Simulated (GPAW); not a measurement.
Crystal: CdSe (Cadmoselite).

```
CELL_PARAMETERS angstrom
4.30000 0.00000 0.00000
-2.15000 3.72391 0.00000
0.00000 0.00000 7.02000
ATOMIC_POSITIONS crystal
Cd 0.66667 0.33333 0.50000
Cd 0.33333 0.66667 0.00000
Se 0.66667 0.33333 0.88500
Se 0.33333 0.66667 0.38500
```

* Program: GPAW 26.7.0
* Task: relaxation of cell and atoms
* Functional: BLYP
* Dispersion: D3(BJ)
* Potentials or basis: PAW data sets generated in the run's folder for this functional
* Cutoff: 600 eV
* Basis: pw
* k mesh: 5 × 5 × 3
* Occupations: fermi-dirac, width 0.05 eV
* Spin: no spin polarisation

At the start: pressure 0.9 GPa; volume 28.10 Å³/atom.

Question: Where does the relaxation end?

Answer: Over 13 steps the energy falls by 6.8 meV/atom and the volume is 28.54 Å³/atom (+1.6 %); space group P6_3mc (No. 186, to 0.05 Å).

The path:
```tsv
step	energy change (eV)	largest force (eV/Å)	pressure (GPa)	volume (Å³)
1	0.0000	0.3073	0.92	112.41
2	-0.0072	0.2627	0.80	112.60
3	-0.0251	0.0153	0.21	113.73
4	-0.0253	0.0035	0.21	113.72
5	-0.0256	0.0194	0.16	113.83
6	-0.0261	0.0326	0.03	114.13
7	-0.0263	0.0281	-0.08	114.38
8	-0.0264	0.0178	-0.13	114.50
9	-0.0265	0.0076	-0.15	114.53
10	-0.0267	0.0057	-0.14	114.51
11	-0.0269	0.0159	-0.10	114.41
12	-0.0270	0.0138	-0.04	114.25
13	-0.0271	0.0048	0.00	114.17
```

Final structure:
```cif
data_structure
_symmetry_space_group_name_H-M 'P 1'
_symmetry_Int_Tables_number 1
_cell_length_a 4.3158
_cell_length_b 4.3158
_cell_length_c 7.0778
_cell_angle_alpha 90.000
_cell_angle_beta 90.000
_cell_angle_gamma 120.000
_cell_volume 114.17
loop_
_atom_site_label
_atom_site_type_symbol
_atom_site_fract_x
_atom_site_fract_y
_atom_site_fract_z
_atom_site_occupancy
Cd1 Cd 0.66667 0.33333 0.50550 1
Cd2 Cd 0.33333 0.66667 0.00549 1
Se1 Se 0.66667 0.33333 0.87946 1
Se2 Se 0.33333 0.66667 0.37948 1
```

Caveat: later steps reuse the first step's grids.
